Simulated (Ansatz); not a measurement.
**CuGaSe2: the cell at several levels of theory**

The task here is to estimate one member of a computed series from the others.

Program: Ansatz 0.2.0. PAW datasets, plane waves, zero pressure. Values at 0 K without nuclear motion; spin polarisation is off, and the phase may be a hypothetical one.

## The cell

Space group P-4m2 (No. 115), tetragonal; conventional cell a = 3.931 Å, c = 5.560 Å, 21.48 Å³ an atom. Around Cu lie 4 Se at 2.41 Å; around Se lie 2 Cu at 2.41 Å and 2 Ga at 2.41 Å; around Ga lie 4 Se at 2.41 Å.

As a file:

```cif
data_structure
_symmetry_space_group_name_H-M 'P-4m2'
_symmetry_Int_Tables_number 115
_cell_length_a 3.9313
_cell_length_b 3.9313
_cell_length_c 5.5598
_cell_angle_alpha 90.000
_cell_angle_beta 90.000
_cell_angle_gamma 90.000
_cell_volume 85.93
loop_
_atom_site_label
_atom_site_type_symbol
_atom_site_symmetry_multiplicity
_atom_site_Wyckoff_symbol
_atom_site_fract_x
_atom_site_fract_y
_atom_site_fract_z
_atom_site_occupancy
Cu1 Cu 1 a 0.00000 0.00000 0.00000 1
Se1 Se 2 g 0.00000 0.50000 0.25000 1
Ga1 Ga 1 c 0.50000 0.50000 0.50000 1
```

The first run:

Input file input.yaml:

```yaml
crystal:
  lattice:
    - [3.9313493875, 0.0, 0.0]
    - [0.0, 3.9313493875, 0.0]
    - [0.0, 0.0, 5.5597676222]
  atoms:
    - { symbol: Cu, position: [0.0, 0.0, 0.0] }
    - { symbol: Se, position: [0.0, 0.5, 0.25] }
    - { symbol: Ga, position: [0.5, 0.5, 0.5] }
    - { symbol: Se, position: [0.5, 0.0, 0.75] }
kpoints:
  mp_grid: { grid: [6, 6, 4] }
hamiltonian:
  xc: pbe
scf:
  occupations: { method: fermi_dirac, width: 0.02 }
relax:
  f_tol: 0.005
  cell: {}
```

Run with:

```
$ ansatz run input.yaml --threads 2 --pin off --max-ram 2211MiB --backend cpu --events-out ev --progress --plain --runs-dir out
```

Among the steps run: Relaxing with PBE; Relaxing with r2SCAN; PBEsol: cell and atoms; LDA: cell and atoms; HSE06: cell and atoms.

One table of the session follows, with a row left open; its other results are not shown here.

| level | a (Å) | c (Å) | volume (Å³/atom) |
| --- | --- | --- | --- |
| PBE | 3.991 | 5.689 | 22.659 |
| r2SCAN | 3.931 | 5.642 | 21.793 |
| PBEsol | 3.925 | 5.580 | 21.488 |
| LDA | 3.885 | 5.514 | 20.807 |
| HSE06 | ? | ? | ? |

**Question.** Estimate the row for HSE06.

As computed: a (Å): 3.951; c (Å): 5.676; volume (Å³/atom): 22.155. In the column «a (Å)» it lies between r2SCAN (3.931) and PBE (3.991).

**Reading.** From the start to the first minimum the volume moved by +5.5 %. LDA gives the smallest cell and PBE the largest; they differ by 8.9 % in volume, a mean of 2.9 % in length. The meshes differ: PBE 6×6×4, r2SCAN 6×6×4, PBEsol 6×6×4, LDA 6×6×4, HSE06 4×4×4.
